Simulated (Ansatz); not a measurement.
The system is B.

```xyz
1
Lattice="2.3461 0.0000 0.0000 0.0000 2.3461 0.0000 0.0000 0.0000 1.5858" Properties=species:S:1:pos:R:3 pbc="T T T"
B     1.1731    1.1731    0.7929
```

The cell was built by a generator and needn't be a form met in nature.

Program: Ansatz 0.2.0. Alike in all runs: potentials or basis Ansatz PAW; no spin polarisation; cell as given; k mesh 6 × 6 × 8; cutoff (eV) 420; smearing fermi-dirac 0.05 eV; the mesh is coarse, so values aren't converged.

Q: Order these runs on this cell by their pressure, lowest first.
A. level B3LYP
B. level PBEsol0
C. level HSE06; points for each segment of the path 4

A: B (-3.4 GPa), C (-1.1 GPa), A (2.5 GPa).

Caveats: all runs use coarse meshes; the PAW data sets come from PBE, with cores solved anew for the run's functional, which leaves a small shift of forces and pressure; the thresholds are loose for stress.
